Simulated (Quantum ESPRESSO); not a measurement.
# BN (F-43m) in Quantum ESPRESSO: settings compared

Aim: see how the results for BN move with the level of theory and the settings. Levels: LDA, PBEsol, PBE, RPBE. Tasks: band structure.

All numbers are computed with Quantum ESPRESSO 7.5; they aren't measurements. Logs are shortened: lines on timing, memory, paths and dates and some standing lists are left out, and cuts for length are marked.

**The experiment to reproduce.**

A printed reference work, monograph reports, for a bulk crystal of BN at 300 K: band gap 6.4 eV (indirect).

How close the calculation comes is told below.

## 1. The structure

The structure is cubic, space group F-43m (No. 216). Conventional cell: a = 3.626 Å, b = 3.626 Å, c = 3.626 Å, α = 90.00°, β = 90.00°, γ = 90.00°. N (site symmetry -43m) has 4 B at 1.57 Å as nearest neighbours. Around B (site symmetry -43m) lie 4 N at 1.57 Å.

The cell is a database's computed one.

## 2. Band structure, LDA

Input file pw.in:

```
&CONTROL
  calculation = 'scf'
  prefix = 'pwscf'
  outdir = './tmp'
  pseudo_dir = './pseudo'
  tprnfor = .true.
  tstress = .true.
  disk_io = 'low'
/
&SYSTEM
  ibrav = 0
  nat = 2
  ntyp = 2
  ecutwfc = 88
  nbnd = 9
  input_dft = 'pz'
  occupations = 'smearing'
  smearing = 'fd'
  degauss = 0.00367493
/
&ELECTRONS
  conv_thr = 4d-10
  electron_maxstep = 120
  mixing_beta = 0.5
/
ATOMIC_SPECIES
N     14.0070 N_ONCV_PBE-1.2.upf
B     10.8100 B_ONCV_PBE-1.2.upf
CELL_PARAMETERS angstrom
   0.0000000000    1.8130010000    1.8130010000
   1.8130010000    0.0000000000    1.8130010000
   1.8130010000    1.8130010000    0.0000000000
ATOMIC_POSITIONS crystal
N      0.2500000000    0.2500000000    0.2500000000
B      0.0000000000    0.0000000000    0.0000000000
K_POINTS automatic
13 13 13 0 0 0
```

Input file bands.in:

```
&CONTROL
  calculation = 'bands'
  prefix = 'pwscf'
  outdir = './tmp'
  pseudo_dir = './pseudo'
  disk_io = 'low'
  verbosity = 'high'
/
&SYSTEM
  ibrav = 0
  nat = 2
  ntyp = 2
  ecutwfc = 88
  nbnd = 9
  input_dft = 'pz'
  occupations = 'smearing'
  smearing = 'fd'
  degauss = 0.00367493
/
&ELECTRONS
  conv_thr = 1d-08
  electron_maxstep = 120
  mixing_beta = 0.5
  diago_full_acc = .true.
  startingwfc = 'random'
/
ATOMIC_SPECIES
N     14.0070 N_ONCV_PBE-1.2.upf
B     10.8100 B_ONCV_PBE-1.2.upf
CELL_PARAMETERS angstrom
   0.0000000000    1.8130010000    1.8130010000
   1.8130010000    0.0000000000    1.8130010000
   1.8130010000    1.8130010000    0.0000000000
ATOMIC_POSITIONS crystal
N      0.2500000000    0.2500000000    0.2500000000
B      0.0000000000    0.0000000000    0.0000000000
K_POINTS crystal
60
 0.0000000000  0.0000000000  0.0000000000 1
 0.0625000000  0.0000000000  0.0625000000 1
 0.1250000000  0.0000000000  0.1250000000 1
 0.1875000000  0.0000000000  0.1875000000 1
 0.2500000000  0.0000000000  0.2500000000 1
 0.3125000000  0.0000000000  0.3125000000 1
 0.3750000000  0.0000000000  0.3750000000 1
 0.4375000000  0.0000000000  0.4375000000 1
 0.5000000000  0.0000000000  0.5000000000 1
 0.5000000000  0.0625000000  0.5625000000 1
 0.5000000000  0.1250000000  0.6250000000 1
 0.5000000000  0.1875000000  0.6875000000 1
 0.5000000000  0.2500000000  0.7500000000 1
 0.4375000000  0.3125000000  0.7500000000 1
 0.3750000000  0.3750000000  0.7500000000 1
 0.3375000000  0.3375000000  0.6750000000 1
 0.3000000000  0.3000000000  0.6000000000 1
 0.2625000000  0.2625000000  0.5250000000 1
 0.2250000000  0.2250000000  0.4500000000 1
 0.1875000000  0.1875000000  0.3750000000 1
 0.1500000000  0.1500000000  0.3000000000 1
 0.1125000000  0.1125000000  0.2250000000 1
 0.0750000000  0.0750000000  0.1500000000 1
 0.0375000000  0.0375000000  0.0750000000 1
 0.0000000000  0.0000000000  0.0000000000 1
 0.0625000000  0.0625000000  0.0625000000 1
 0.1250000000  0.1250000000  0.1250000000 1
 0.1875000000  0.1875000000  0.1875000000 1
 0.2500000000  0.2500000000  0.2500000000 1
 0.3125000000  0.3125000000  0.3125000000 1
 0.3750000000  0.3750000000  0.3750000000 1
 0.4375000000  0.4375000000  0.4375000000 1
 0.5000000000  0.5000000000  0.5000000000 1
 0.5250000000  0.4500000000  0.5250000000 1
 0.5500000000  0.4000000000  0.5500000000 1
 0.5750000000  0.3500000000  0.5750000000 1
 0.6000000000  0.3000000000  0.6000000000 1
 0.6250000000  0.2500000000  0.6250000000 1
 0.5833333333  0.2500000000  0.6666666667 1
 0.5416666667  0.2500000000  0.7083333333 1
 0.5000000000  0.2500000000  0.7500000000 1
 0.5000000000  0.2857142857  0.7142857143 1
 0.5000000000  0.3214285714  0.6785714286 1
 0.5000000000  0.3571428571  0.6428571429 1
 0.5000000000  0.3928571429  0.6071428571 1
 0.5000000000  0.4285714286  0.5714285714 1
 0.5000000000  0.4642857143  0.5357142857 1
 0.5000000000  0.5000000000  0.5000000000 1
 0.4821428571  0.4821428571  0.5357142857 1
 0.4642857143  0.4642857143  0.5714285714 1
 0.4464285714  0.4464285714  0.6071428571 1
 0.4285714286  0.4285714286  0.6428571429 1
 0.4107142857  0.4107142857  0.6785714286 1
 0.3928571429  0.3928571429  0.7142857143 1
 0.3750000000  0.3750000000  0.7500000000 1
 0.6250000000  0.2500000000  0.6250000000 1
 0.5937500000  0.1875000000  0.5937500000 1
 0.5625000000  0.1250000000  0.5625000000 1
 0.5312500000  0.0625000000  0.5312500000 1
 0.5000000000  0.0000000000  0.5000000000 1
```

Potentials or basis: SG15 PBE 1.2.

The run is started by

```console
$ OMP_NUM_THREADS=1 pw.x -in pw.in > pw.out
$ OMP_NUM_THREADS=1 pw.x -in bands.in > bands.out
```

pw.out:

```text
This program is part of the open-source Quantum ESPRESSO suite
     for quantum simulation of materials; please cite
         "P. Giannozzi et al., J. Phys.:Condens. Matter 21 395502 (2009);
         "P. Giannozzi et al., J. Phys.:Condens. Matter 29 465901 (2017);
         "P. Giannozzi et al., J. Chem. Phys. 152 154105 (2020);
     in publications or presentations arising from this work. More details at

     IMPORTANT: XC functional enforced from input :
     Exchange-correlation= PZ
                           (   1   1   0   0   0   0   0)
     Any further DFT definition will be discarded
     Please, verify this is what you really want

     Message from routine setup:
     using ibrav=0 with symmetry is DISCOURAGED, use correct ibrav instead

     G-vector sticks info
     --------------------
     sticks:   dense  smooth     PW     G-vecs:    dense   smooth      PW
     Sum         571     571    187                 8873     8873    1639

     Using Slab Decomposition

     bravais-lattice index     =            0
     lattice parameter (alat)  =       4.8452  a.u.
     unit-cell volume          =      80.4305 (a.u.)^3
     number of atoms/cell      =            2
     number of atomic types    =            2
     number of electrons       =         8.00
     number of Kohn-Sham states=            9
     kinetic-energy cutoff     =      88.0000  Ry
     charge density cutoff     =     352.0000  Ry
     scf convergence threshold =      4.0E-10
     mixing beta               =       0.5000
     number of iterations used =            8  plain     mixing
     Exchange-correlation= PZ
                           (   1   1   0   0   0   0   0)

     celldm(1)=   4.845202  celldm(2)=   0.000000  celldm(3)=   0.000000
     celldm(4)=   0.000000  celldm(5)=   0.000000  celldm(6)=   0.000000

     crystal axes: (cart. coord. in units of alat)
               a(1) = (   0.000000   0.707107   0.707107 )
               a(2) = (   0.707107   0.000000   0.707107 )
               a(3) = (   0.707107   0.707107   0.000000 )

     reciprocal axes: (cart. coord. in units 2 pi/alat)
               b(1) = ( -0.707107  0.707107  0.707107 )
               b(2) = (  0.707107 -0.707107  0.707107 )
               b(3) = (  0.707107  0.707107 -0.707107 )

     PseudoPot. # 1 for N  read from file:
     N_ONCV_PBE-1.2.upf
     Pseudo is Norm-conserving, Zval =  5.0
     Generated using ONCVPSP code by D. R. Hamann
     Using radial grid of  602 points,  4 beta functions with:
                l(1) =   0
                l(2) =   0
                l(3) =   1
                l(4) =   1

     PseudoPot. # 2 for B  read from file:
     B_ONCV_PBE-1.2.upf
     Pseudo is Norm-conserving, Zval =  3.0
     Generated using ONCVPSP code by D. R. Hamann
     Using radial grid of  602 points,  4 beta functions with:
                l(1) =   0
                l(2) =   0
                l(3) =   1
                l(4) =   1

     atomic species   valence    mass     pseudopotential
     N                 5.00    14.00700     N ( 1.00)
     B                 3.00    10.81000     B ( 1.00)

     24 Sym. Ops. (no inversion) found

   Cartesian axes

     site n.     atom                  positions (alat units)
         1        N      tau(   1) = (   0.3535534   0.3535534   0.3535534  )
         2        B      tau(   2) = (   0.0000000   0.0000000   0.0000000  )

     number of k points=    84  Fermi-Dirac smearing, width (Ry)=  0.0037
                       cart. coord. in units 2pi/alat
        k(    1) = (   0.0000000   0.0000000   0.0000000), wk =   0.0009103
        k(    2) = (   0.0543928   0.0543928  -0.0543928), wk =   0.0072827
        k(    3) = (   0.1087857   0.1087857  -0.1087857), wk =   0.0072827
        k(    4) = (   0.1631785   0.1631785  -0.1631785), wk =   0.0072827
        k(    5) = (   0.2175713   0.2175713  -0.2175713), wk =   0.0072827
        k(    6) = (   0.2719641   0.2719641  -0.2719641), wk =   0.0072827
[... 76 lines left out ...]
[... 4 lines left out ...]

     Initial potential from superposition of free atoms

     starting charge       7.9803, renormalised to       8.0000
     Starting wfcs are random

     Self-consistent Calculation

     iteration #  1     ecut=    88.00 Ry     beta= 0.50
     Davidson diagonalization with overlap
     ethr =  1.00E-02,  avg # of iterations =  8.0

     total energy              =     -25.66497196 Ry
     estimated scf accuracy    <       0.16828786 Ry

     iteration #  2     ecut=    88.00 Ry     beta= 0.50
     Davidson diagonalization with overlap
     ethr =  2.10E-03,  avg # of iterations =  1.0

     total energy              =     -25.69179675 Ry
     estimated scf accuracy    <       0.01559837 Ry

     iteration #  3     ecut=    88.00 Ry     beta= 0.50
     Davidson diagonalization with overlap
     ethr =  1.95E-04,  avg # of iterations =  1.3

     total energy              =     -25.69236364 Ry
     estimated scf accuracy    <       0.00240098 Ry

     iteration #  4     ecut=    88.00 Ry     beta= 0.50
     Davidson diagonalization with overlap
     ethr =  3.00E-05,  avg # of iterations =  1.8

     total energy              =     -25.69251253 Ry
     estimated scf accuracy    <       0.00002821 Ry

     iteration #  5     ecut=    88.00 Ry     beta= 0.50
     Davidson diagonalization with overlap
     ethr =  3.53E-07,  avg # of iterations =  2.8

     total energy              =     -25.69251822 Ry
     estimated scf accuracy    <       0.00000252 Ry

     iteration #  6     ecut=    88.00 Ry     beta= 0.50
     Davidson diagonalization with overlap
     ethr =  3.16E-08,  avg # of iterations =  1.1

     total energy              =     -25.69251868 Ry
     estimated scf accuracy    <          9.8E-09 Ry

     iteration #  7     ecut=    88.00 Ry     beta= 0.50
     Davidson diagonalization with overlap
     ethr =  1.22E-10,  avg # of iterations =  2.6

     End of self-consistent calculation

          k = 0.0000 0.0000 0.0000 (  1139 PWs)   bands (ev):

    -9.2260  11.0034  11.0034  11.0034  19.6738  19.6738  19.6738  21.0156
    35.1470

          k = 0.0544 0.0544-0.0544 (  1118 PWs)   bands (ev):

    -9.0820  10.2068  10.8463  10.8463  19.8293  19.9098  19.9098  21.5337
    34.9682

          k = 0.1088 0.1088-0.1088 (  1131 PWs)   bands (ev):

    -8.6543   8.3282  10.4538  10.4538  20.0845  20.4781  20.4781  22.7584
    34.4814

          k = 0.1632 0.1632-0.1632 (  1116 PWs)   bands (ev):

    -7.9585   6.0625   9.9805   9.9805  20.3531  21.0709  21.0709  24.0295
    33.9558

          k = 0.2176 0.2176-0.2176 (  1119 PWs)   bands (ev):

    -7.0336   3.7964   9.5502   9.5502  20.6071  21.4374  21.4374  25.0008
    33.6743

          k = 0.2720 0.2720-0.2720 (  1125 PWs)   bands (ev):

    -5.9842   1.7925   9.2349   9.2349  20.8013  21.5526  21.5526  25.6092
    33.6955
[... 371 lines left out ...]
          k = 0.0000-0.3264 0.5439 (  1116 PWs)   bands (ev):

    -4.0236   2.7421   4.2900   6.5440  20.3733  22.6768  25.0901  27.3859
    29.0122

          k =-0.0544-0.4895 0.7071 (  1124 PWs)   bands (ev):

    -3.5489   2.7316   4.9178   5.1091  18.2272  22.4526  25.9304  27.9056
    30.2515

          k = 0.0000-0.4351 0.6527 (  1122 PWs)   bands (ev):

    -3.3745   3.0265   3.8147   5.3267  19.2358  23.7183  25.1785  27.0121
    29.8768

          k =-0.0544-0.3807 0.7071 (  1124 PWs)   bands (ev):

    -3.3896   3.1375   3.9981   4.8895  20.2650  23.7750  24.9270  26.2949
    29.7936

     the Fermi energy is    12.9605 ev

!    total energy              =     -25.69251869 Ry
     estimated scf accuracy    <          2.6E-10 Ry
     smearing contrib. (-TS)   =       0.00000000 Ry
     internal energy E=F+TS    =     -25.69251869 Ry

     The total energy is F=E-TS. E is the sum of the following terms:
     one-electron contribution =       4.40349091 Ry
     hartree contribution      =       3.52678384 Ry
     xc contribution           =      -7.36193064 Ry
     ewald contribution        =     -26.26086280 Ry

     convergence has been achieved in   7 iterations

     Forces acting on atoms (cartesian axes, Ry/au):

     atom    1 type  1   force =    -0.00000000   -0.00000000   -0.00000000
     atom    2 type  2   force =     0.00000000    0.00000000    0.00000000

     Total force =     0.000000     Total SCF correction =     0.000000

     Computing stress (Cartesian axis) and pressure

          total   stress  (Ry/bohr**3)                   (kbar)     P=      -44.50
  -0.00030250  -0.00000000   0.00000000          -44.50       -0.00        0.00
  -0.00000000  -0.00030250   0.00000000           -0.00      -44.50        0.00
   0.00000000   0.00000000  -0.00030250            0.00        0.00      -44.50

=------------------------------------------------------------------------------=
   JOB DONE.
=------------------------------------------------------------------------------=
```

Wall time 13 s (1 thread of Arm Neoverse V2, shared host); peak memory 0.09 GiB.

What came out:

- Free energy: -349.5645 eV
- Pressure: -4.4 GPa
- Band gap on the k mesh: 4.30 eV, indirect (least direct gap 8.67 eV)
- Band gap along the path: 4.23 eV, indirect (least direct gap 8.67 eV)

Levels at the corners of the path, in eV from the valence-band top:
```tsv
point	band 1	band 2	band 3	band 4	band 5	band 6	band 7	band 8	band 9
Γ	-20.23	0.00	0.00	0.00	8.67	8.67	8.67	10.01	24.14
X	-14.62	-8.96	-4.94	-4.94	4.23	9.00	17.67	17.67	20.38
W	-14.30	-7.60	-7.04	-6.58	9.39	13.08	14.20	14.50	18.98
K	-14.53	-8.16	-7.75	-4.11	6.68	12.65	15.61	16.41	18.35
Γ	-20.23	0.00	0.00	0.00	8.67	8.67	8.67	10.01	24.14
L	-15.99	-10.76	-1.95	-1.95	9.91	10.55	10.55	14.93	22.88
U	-14.53	-8.16	-7.75	-4.11	6.68	12.65	15.61	16.41	18.35
W	-14.30	-7.60	-7.04	-6.58	9.39	13.08	14.20	14.50	18.98
L	-15.99	-10.76	-1.95	-1.95	9.91	10.55	10.55	14.93	22.88
K	-14.53	-8.16	-7.75	-4.11	6.68	12.65	15.61	16.41	18.35
U	-14.53	-8.16	-7.75	-4.11	6.68	12.65	15.61	16.41	18.35
X	-14.62	-8.96	-4.94	-4.94	4.23	9.00	17.67	17.67	20.38
```

Caveat: the potentials were made for another functional, which shifts forces and pressure.

(Part 1 of 2 ends here.)
